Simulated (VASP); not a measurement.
# InSe in VASP: further runs, part 2 of 2

VASP 6.6.1. Earlier steps stand in the parts before.

### Step 3. Band structure, PBE+D3(BJ), spin-orbit coupling, no magnetisation

Input file INCAR:

```
SYSTEM = InSe
PREC = Accurate
ENCUT = 520
EDIFF = 1E-6
ISMEAR = 0
SIGMA = 0.03
LREAL = .FALSE.
LASPH = .TRUE.
NELM = 80
ALGO = Normal
ISIF = 2
LWAVE = .FALSE.
LCHARG = .FALSE.
MAGMOM = 0 0 0 0 0 0 0 0 0 0 0 0 0 0 0 0 0 0 0 0 0 0 0 0
LORBIT = 11
LSORBIT = .TRUE.
GGA_COMPAT = .FALSE.
LDIPOL = .TRUE.
IDIPOL = 3
DIPOL = 0.5 0.5 0.500
GGA = PE
IVDW = 12
NBANDS = 96
LVHAR = .TRUE.
LVACPOTAV = .TRUE.
KPAR = 4
```

Input file KPOINTS:

```
Automatic mesh
0
G
  9 9 1
  0 0 0
```

Input file POSCAR:

```
InSe                                    
1.0
    4.0318712140      0.0000000000      0.0000000000
   -2.0159356070      3.4917029011      0.0000000000
    0.0000000000      0.0000000000     31.7977120000
  Se              In            
     4     4
Direct
     1.0000000000000000    1.0000000000000000    0.2843887478492851
     1.0000000000000000    1.0000000000000000    0.4535890519093436
     0.6666666699999979    0.3333333300000021    0.5464008200513427
     0.6666666699999979    0.3333333300000021    0.7155409193922398
     0.6666666699999979    0.3333333300000021    0.3250935611616286
     0.6666666699999979    0.3333333300000021    0.4130015137096027
     0.3333333300000021    0.6666666699999979    0.5869348484060685
     0.3333333300000021    0.6666666699999979    0.6748381975204845
```

Input file KPOINTS_OPT:

```
explicit points
67
Reciprocal
 0.0000000000  0.0000000000  0.0000000000 1
 0.0357142900  0.0000000000  0.0000000000 1
 0.0714285700  0.0000000000  0.0000000000 1
 0.1071428600  0.0000000000  0.0000000000 1
 0.1428571400  0.0000000000  0.0000000000 1
 0.1785714300  0.0000000000  0.0000000000 1
 0.2142857100  0.0000000000  0.0000000000 1
 0.2500000000  0.0000000000  0.0000000000 1
 0.2857142900  0.0000000000  0.0000000000 1
 0.3214285700  0.0000000000  0.0000000000 1
 0.3571428600  0.0000000000  0.0000000000 1
 0.3928571400  0.0000000000  0.0000000000 1
 0.4285714300  0.0000000000  0.0000000000 1
 0.4642857100  0.0000000000  0.0000000000 1
 0.5000000000  0.0000000000  0.0000000000 1
 0.4791666700  0.0416666700  0.0000000000 1
 0.4583333300  0.0833333300  0.0000000000 1
 0.4375000000  0.1250000000  0.0000000000 1
 0.4166666700  0.1666666700  0.0000000000 1
 0.3958333300  0.2083333300  0.0000000000 1
 0.3750000000  0.2500000000  0.0000000000 1
 0.3541666700  0.2916666700  0.0000000000 1
 0.3333333300  0.3333333300  0.0000000000 1
 0.3137254900  0.3137254900  0.0000000000 1
 0.2941176500  0.2941176500  0.0000000000 1
 0.2745098000  0.2745098000  0.0000000000 1
 0.2549019600  0.2549019600  0.0000000000 1
 0.2352941200  0.2352941200  0.0000000000 1
 0.2156862700  0.2156862700  0.0000000000 1
 0.1960784300  0.1960784300  0.0000000000 1
 0.1764705900  0.1764705900  0.0000000000 1
 0.1568627500  0.1568627500  0.0000000000 1
 0.1372549000  0.1372549000  0.0000000000 1
 0.1176470600  0.1176470600  0.0000000000 1
 0.0980392200  0.0980392200  0.0000000000 1
 0.0784313700  0.0784313700  0.0000000000 1
 0.0588235300  0.0588235300  0.0000000000 1
 0.0392156900  0.0392156900  0.0000000000 1
 0.0196078400  0.0196078400  0.0000000000 1
 0.0000000000  0.0000000000  0.0000000000 1
 0.0000000000  0.0000000000  0.0000000000 1
 0.0076394400 -0.0038197200  0.0000000000 1
-0.0076394400  0.0038197200  0.0000000000 1
 0.0222816900 -0.0111408500  0.0000000000 1
-0.0222816900  0.0111408500  0.0000000000 1
-0.0000000000  0.0066159500  0.0000000000 1
 0.0000000000 -0.0066159500  0.0000000000 1
-0.0000000000  0.0192965100  0.0000000000 1
 0.0000000000 -0.0192965100  0.0000000000 1
 0.5000000000  0.0000000000  0.0000000000 1
 0.5076394400 -0.0038197200  0.0000000000 1
 0.4923605600  0.0038197200  0.0000000000 1
 0.5222816900 -0.0111408500  0.0000000000 1
 0.4777183100  0.0111408500  0.0000000000 1
 0.5000000000  0.0066159500  0.0000000000 1
 0.5000000000 -0.0066159500  0.0000000000 1
 0.5000000000  0.0192965100  0.0000000000 1
 0.5000000000 -0.0192965100  0.0000000000 1
 0.3333333300  0.3333333300  0.0000000000 1
 0.3409727700  0.3295136100  0.0000000000 1
 0.3256938900  0.3371530500  0.0000000000 1
 0.3556150200  0.3221924800  0.0000000000 1
 0.3110516400  0.3444741800  0.0000000000 1
 0.3333333300  0.3399492800  0.0000000000 1
 0.3333333300  0.3267173800  0.0000000000 1
 0.3333333300  0.3526298400  0.0000000000 1
 0.3333333300  0.3140368200  0.0000000000 1
```

Potentials or basis: VASP PAW PBE potentials, release 64 (Se, In_d).

On the command line:

```
cat potpaw_PBE.64/Se/POTCAR potpaw_PBE.64/In_d/POTCAR > POTCAR
mpirun -np 4 vasp_ncl > vasp.out
```

OUTCAR:

```text
SYSTEM = InSe
   PREC = Accurate
   ENCUT = 520
   EDIFF = 1E-6
   ISMEAR = 0
   LREAL = .FALSE.
   LASPH = .TRUE.
   NELM = 80
   ISIF = 2
   LORBIT = 11
   LSORBIT = .TRUE.
   GGA = PE
   IVDW = 12
 IVDW          = 12

 ion  position               nearest neighbor table
   1  0.000  0.000  0.284-   5 2.66   5 2.66   5 2.66
   2  0.000  0.000  0.454-   6 2.66   6 2.66   6 2.66
   3  0.667  0.333  0.546-   7 2.66   7 2.66   7 2.66
   4  0.667  0.333  0.716-   8 2.66   8 2.66   8 2.66
   5  0.667  0.333  0.325-   1 2.66   1 2.66   1 2.66   6 2.80
   6  0.667  0.333  0.413-   2 2.66   2 2.66   2 2.66   5 2.80
   7  0.333  0.667  0.587-   3 2.66   3 2.66   3 2.66   8 2.80
   8  0.333  0.667  0.675-   4 2.66   4 2.66   4 2.66   7 2.80

  LATTYP: Found a hexagonal cell.
 ALAT       =     4.0318712140
 C/A-ratio  =     7.8865892069

  Lattice vectors:

 A1 = (   4.0318712140,   0.0000000000,   0.0000000000)
 A2 = (  -2.0159356070,   3.4917029011,   0.0000000000)
 A3 = (   0.0000000000,   0.0000000000,  31.7977120000)

Analysis of symmetry for initial positions (statically):
=====================================================================
 Subroutine PRICEL returns:
 Original cell was already a primitive cell.

[... 2134 lines left out ...]
     0.0000000     0.0000000     0.0000000     0.0000000     0.0000000     0.0000000     0.0000000
     0.0000000     0.0000000     0.0000000     0.0000000     0.0000000     0.0000000     0.0000000
     0.0000000     0.0000000     0.0000000     0.0000000     0.0000000     0.0000000     0.0000000
     0.0000000     0.0000000     0.0000000     0.0000000     0.0000000     0.0000000     0.0000000
     0.0000000     0.0000000     0.0000000     0.0000000     0.0000000     0.0000000     0.0000000
     0.0000000     0.0000000     0.0000000     0.0000000     0.0000000     0.0000000     0.0000000

 total charge

# of ion       s       p       d       tot
------------------------------------------
    1        1.471   2.331   0.021   3.823
    2        1.475   2.328   0.022   3.825
    3        1.474   2.329   0.023   3.826
    4        1.471   2.331   0.021   3.823
    5        0.858   0.655   9.882  11.395
    6        0.859   0.656   9.882  11.398
    7        0.860   0.658   9.882  11.400
    8        0.858   0.655   9.882  11.395
--------------------------------------------------
tot          9.326  11.942  39.615  60.884

 magnetization (x)

# of ion       s       p       d       tot
------------------------------------------
    1        0.000   0.000   0.000   0.000
    2       -0.000   0.000   0.000  -0.000
    3       -0.000  -0.000   0.000  -0.000
    4       -0.000   0.000   0.000  -0.000
    5        0.000   0.000   0.000   0.000
    6        0.000   0.000   0.000   0.000
    7       -0.000  -0.000   0.000  -0.000
    8        0.000   0.000   0.000   0.000
--------------------------------------------------
tot         -0.000  -0.000   0.000  -0.000

 magnetization (y)

# of ion       s       p       d       tot
------------------------------------------
    1        0.000   0.000   0.000   0.000
    2        0.000   0.000   0.000   0.000
    3        0.000   0.000   0.000   0.000
    4        0.000   0.000   0.000   0.000
    5        0.000  -0.000   0.000  -0.000
    6       -0.000   0.000   0.000  -0.000
    7        0.000   0.000   0.000   0.000
    8       -0.000   0.000   0.000   0.000
--------------------------------------------------
tot          0.000   0.000   0.000   0.000

 magnetization (z)

# of ion       s       p       d       tot
------------------------------------------
    1        0.000   0.000   0.000   0.000
    2        0.000   0.000  -0.000   0.000
    3        0.000   0.000   0.000   0.000
    4        0.000   0.000   0.000   0.000
    5        0.000   0.000   0.000   0.000
    6        0.000   0.000   0.000   0.000
    7       -0.000   0.000   0.000  -0.000
    8       -0.000  -0.000   0.000  -0.000
--------------------------------------------------
tot         -0.000   0.000   0.000   0.000
```

OSZICAR:

```text
N       E                     dE             d eps       ncg     rms          rms(c)
DAV:   1     0.731921845705E+03    0.73192E+03   -0.31966E+04  3832   0.145E+03
DAV:   2     0.802832573958E+02   -0.65164E+03   -0.62764E+03  3976   0.371E+02
DAV:   3    -0.219976537889E+02   -0.10228E+03   -0.10004E+03  4352   0.185E+02
DAV:   4    -0.291822528273E+02   -0.71846E+01   -0.71180E+01  4296   0.489E+01
DAV:   5    -0.294904923930E+02   -0.30824E+00   -0.30772E+00  4560   0.997E+00    0.102E+01
DAV:   6    -0.285999108587E+02    0.89058E+00   -0.12422E+00  4872   0.167E+01    0.603E+00
DAV:   7    -0.285925155776E+02    0.73953E-02   -0.11598E+00  5344   0.645E+00    0.185E+00
DAV:   8    -0.285836149842E+02    0.89006E-02   -0.11456E-01  5072   0.337E+00    0.144E+00
DAV:   9    -0.285836642911E+02   -0.49307E-04   -0.27040E-02  5112   0.106E+00    0.996E-01
DAV:  10    -0.285850420948E+02   -0.13778E-02   -0.69108E-03  4768   0.718E-01    0.172E-01
[... 47 further cycles ...]
DAV:   1     0.171730929111E+05   -0.24976E+05     2008
DAV:   2     0.106852022611E+05   -0.64879E+04     2104
DAV:   3     0.978307332767E+04   -0.90213E+03     2224
DAV:   4     0.972129184143E+04   -0.61781E+02     2176
DAV:   5     0.971840170317E+04   -0.28901E+01     2368
DAV:   6     0.971827297648E+04   -0.12873E+00     2888
DAV:   7     0.971826794887E+04   -0.50276E-02     3024
DAV:   8     0.971826780310E+04   -0.14578E-03     2944
DAV:   9     0.971826779582E+04   -0.72776E-05     2432
DAV:  10     0.971826779545E+04   -0.37198E-06     1416
```

Wall time 46 min (4 MPI ranks of Intel Xeon Platinum 8259CL at 2.50GHz (Skylake/Cascade Lake), shared host); peak memory 2.5 GiB.

What came out:

```
Free energy                                           : -30.6623 eV
Largest force                                         : 0.010 eV/Å
Valence electrons inside the program's atomic spheres : Se 3.82, 3.83; In 11.39, 11.40
Dispersion energy per atom                            : -0.260 eV
Work function of the upper face                       : 5.45 eV
Work function of the lower face                       : 5.44 eV
```

Forces on the atoms (eV/Å):
```
Se   0.000  0.000  0.003
Se   0.000  0.000 -0.002
Se   0.000  0.000  0.003
Se   0.000  0.000 -0.002
In   0.000  0.000  0.007
In   0.000  0.000 -0.010
In   0.000  0.000  0.009
In   0.000  0.000 -0.008
```

### Step 4. Band structure, LDA

Input file INCAR:

```
SYSTEM = InSe
PREC = Accurate
ENCUT = 520
EDIFF = 1E-6
ISMEAR = 0
SIGMA = 0.03
LREAL = .FALSE.
LASPH = .TRUE.
NELM = 80
ALGO = Normal
ISIF = 2
LWAVE = .FALSE.
LCHARG = .FALSE.
LDIPOL = .TRUE.
IDIPOL = 3
DIPOL = 0.5 0.5 0.500
NBANDS = 48
LVHAR = .TRUE.
LVACPOTAV = .TRUE.
KPAR = 4
```

KPOINTS is that of step 3.

POSCAR is that of step 3.

KPOINTS_OPT is that of step 3.

Potentials or basis: VASP PAW LDA potentials, release 64 (Se, In_d).

On the command line:

```
cat potpaw_LDA.64/Se/POTCAR potpaw_LDA.64/In_d/POTCAR > POTCAR
mpirun -np 4 vasp_std > vasp.out
```

OUTCAR:

```text
SYSTEM = InSe
   PREC = Accurate
   ENCUT = 520
   EDIFF = 1E-6
   ISMEAR = 0
   LREAL = .FALSE.
   LASPH = .TRUE.
   NELM = 80
   ISIF = 2

 ion  position               nearest neighbor table
   1  0.000  0.000  0.284-   5 2.66   5 2.66   5 2.66
   2  0.000  0.000  0.454-   6 2.66   6 2.66   6 2.66
   3  0.667  0.333  0.546-   7 2.66   7 2.66   7 2.66
   4  0.667  0.333  0.716-   8 2.66   8 2.66   8 2.66
   5  0.667  0.333  0.325-   1 2.66   1 2.66   1 2.66   6 2.80
   6  0.667  0.333  0.413-   2 2.66   2 2.66   2 2.66   5 2.80
   7  0.333  0.667  0.587-   3 2.66   3 2.66   3 2.66   8 2.80
   8  0.333  0.667  0.675-   4 2.66   4 2.66   4 2.66   7 2.80

  LATTYP: Found a hexagonal cell.
 ALAT       =     4.0318712140
 C/A-ratio  =     7.8865892069

  Lattice vectors:

 A1 = (   4.0318712140,   0.0000000000,   0.0000000000)
 A2 = (  -2.0159356070,   3.4917029011,   0.0000000000)
 A3 = (   0.0000000000,   0.0000000000,  31.7977120000)

Analysis of symmetry for initial positions (statically):
[... 182 lines left out ...]
 fundamental gap:      0.8727537481
 Fermi energy:        -0.7975610249

 k-point     1 :       0.0000    0.0000    0.0000
  band No.  band energies     occupation
      1     -15.2880      2.00000
      2     -15.2793      2.00000
      3     -15.0991      2.00000
      4     -15.0991      2.00000
      5     -15.0901      2.00000
      6     -15.0901      2.00000
[... 601 lines left out ...]
     47       4.9499      0.00000
     48       4.9738      0.00000

------------------------ aborting loop because EDIFF is reached ----------------------------------------

  FORCE on cell =-STRESS in cart. coord.  units (eV):
  Direction    XX          YY          ZZ          XY          YZ          ZX
  --------------------------------------------------------------------------------------
  -------------------------------------------------------------------------------------
  Total       -3.6858814     -3.6858814     -3.6302323      0.0000000      0.0000000      0.0000000
  in kB      -13.1920452    -13.1920452    -12.9928731      0.0000000      0.0000000      0.0000000
  external PRESSURE =     -13.1256545 kB  Pullay stress =       0.0000000 kB

 VOLUME and BASIS-vectors are now :
 -----------------------------------------------------------------------------
  energy-cutoff  :      520.00
  volume of cell :      447.65
      direct lattice vectors                 reciprocal lattice vectors
     4.031871214  0.000000000  0.000000000     0.248023795  0.143196605  0.000000000
    -2.015935607  3.491702901  0.000000000     0.000000000  0.286393209  0.000000000
     0.000000000  0.000000000 31.797712000     0.000000000  0.000000000  0.031448804

 POSITION                                       TOTAL-FORCE (eV/Angst)
 -----------------------------------------------------------------------------------
      0.00000      0.00000      9.04291        -0.000000      0.000000      0.400582
      0.00000      0.00000     14.42309        -0.000000      0.000000     -0.295789
      2.01594      1.16390     17.37430        -0.000000      0.000000      0.289148
      2.01594      1.16390     22.75256         0.000000      0.000000     -0.399595
      2.01594      1.16390     10.33723         0.000000     -0.000000     -0.138549
      2.01594      1.16390     13.13250        -0.000000      0.000000      0.093167
     -0.00000      2.32780     18.66319        -0.000000     -0.000000     -0.086911
     -0.00000      2.32780     21.45831         0.000000      0.000000      0.137947
 -----------------------------------------------------------------------------------
    total drift:                               -0.000015      0.000009      0.000154

  FREE ENERGIE OF THE ION-ELECTRON SYSTEM (eV)
  ---------------------------------------------------
  free  energy   TOTEN  =       -33.1096102835 eV

  energy  without entropy=      -33.1096102835  energy(sigma->0) =      -33.10961028

 vacuum level on the upper side and lower side of the slab         4.910         4.904
```

stdout:

```text
POSCAR found type information on POSCAR SeIn
 POSCAR found :  2 types and       8 ions
 scaLAPACK will be used
 LDA part: xc-table for (Slater(with rela. corr.)+CA(PZ))
 , standard interpolation
 POSCAR, INCAR and KPOINTS ok, starting setup
 FFT: planning ... GRIDC
 FFT: planning ... GRID_SOFT
 FFT: planning ... GRID
 WAVECAR not read
 entering main loop
 -----------------------------------------------------------------------------
|                                                                             |
|           W    W    AA    RRRRR   N    N  II  N    N   GGGG   !!!           |
|           W    W   A  A   R    R  NN   N  II  NN   N  G    G  !!!           |
|           W    W  A    A  R    R  N N  N  II  N N  N  G       !!!           |
|           W WW W  AAAAAA  RRRRR   N  N N  II  N  N N  G  GGG   !            |
|           WW  WW  A    A  R   R   N   NN  II  N   NN  G    G                |
|           W    W  A    A  R    R  N    N  II  N    N   GGGG   !!!           |
|                                                                             |
|     Did not find any points to average over, which means that no vacuum     |
|     field-free region was found. Please increase the size of  your cell     |
|     in the dimension of the dipole correction to obtain accurate            |
|     workfunction values.                                                    |
|                                                                             |
 -----------------------------------------------------------------------------

 Start KPOINTS_OPT (optional k-point list driver)
k-point batch [1-12\67]
k-point batch [13-24\67]
k-point batch [25-36\67]
k-point batch [37-48\67]
k-point batch [49-60\67]
k-point batch [61-67\67]
```

Run time: 11 min. Hardware: 4 MPI ranks of Intel Xeon Platinum 8259CL at 2.50GHz (Skylake/Cascade Lake), shared host; peak memory 0.6 GiB.

Results:

* Free energy: -33.1096 eV
* Largest force: 0.401 eV/Å
* Band gap on the k mesh: 0.87 eV, indirect (least direct gap 0.96 eV)
* Band gap along the path: 0.87 eV, indirect (least direct gap 0.96 eV)
* Ionisation potential of the upper face: 5.86 eV

Forces in eV/Å, atoms in the order of the input:
```
Se   0.000  0.000  0.401
Se   0.000  0.000 -0.296
Se   0.000  0.000  0.289
Se   0.000  0.000 -0.400
In   0.000  0.000 -0.139
In   0.000  0.000  0.093
In   0.000  0.000 -0.087
In   0.000  0.000  0.138
```

Levels at points of the mesh, in eV from the valence-band top:
```
           k point  band 34  band 35  band 36  band 37  band 38  band 39  band 40  band 41  band 42  band 43
(0.00, 0.00, 0.00)    -0.77    -0.77    -0.71    -0.71    -0.08     0.87     1.62     2.29     2.38     4.56
```

Caveat: spin-orbit coupling is left out, which moves the levels of the heavy elements. LDA gaps usually lie below the measured ones, often by a third to a half.

### Step 5. The runs side by side

| level | potentials or basis | spin | gap on the mesh (eV) | largest force (eV/Å) |
| --- | --- | --- | --- | --- |
| PBE+D3(BJ) | VASP PAW PBE potentials, release 64 (Se, In_d) | off | 1.03 | - |
| PBE+D3(BJ) | VASP PAW PBE potentials, release 64 (Se, In_d) | SOC, no magnetisation | - | 0.01 |
| LDA | VASP PAW LDA potentials, release 64 (Se, In_d) | off | 0.87 | 0.40 |

Alike in all rows: task band structure; cell as given; k mesh 9 × 9 × 1; cutoff (eV) 520; smearing gaussian 0.03 eV.

Caveats: spin-orbit coupling is left out, which moves the levels of the heavy elements (some runs).

Total energies depend on the potentials used, so only differences within one code and one set of settings carry meaning.
